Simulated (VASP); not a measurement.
The system is C2H2, in a box.

```xyz
4
Lattice="12.7049 0.0000 0.0000 0.0000 13.2049 0.0000 0.0000 0.0000 13.7049" Properties=species:S:1:pos:R:3 pbc="T T T"
C     5.9528    6.8832    6.4739
C     6.7610    6.4164    7.2397
H     5.2359    7.2971    5.7946
H     7.4780    6.0026    7.9187
```

Program: VASP 6.6.1. Alike in all runs: task single point; potentials or basis VASP PAW PBE potentials, release 64 (C, H); no spin polarisation; cell as given; k mesh 1 × 1 × 1; cutoff (eV) 400; smearing gaussian 0.01 eV.

Problem. Order these runs on this cell by their band gap on the k mesh, lowest first.
A. level PBE
B. level HSE06+D3(BJ); grid for exact exchange (PRECFOCK) Fast; screening parameter 0.2 1/A
C. level optB86b-vdW

Solution. C (6.57 eV), A (6.74 eV), B (7.76 eV).

Caveats: the standard files for N, O and F lose accuracy on very short bonds.

A k mesh can miss the band edges.

Not every run made on this cell is shown here.
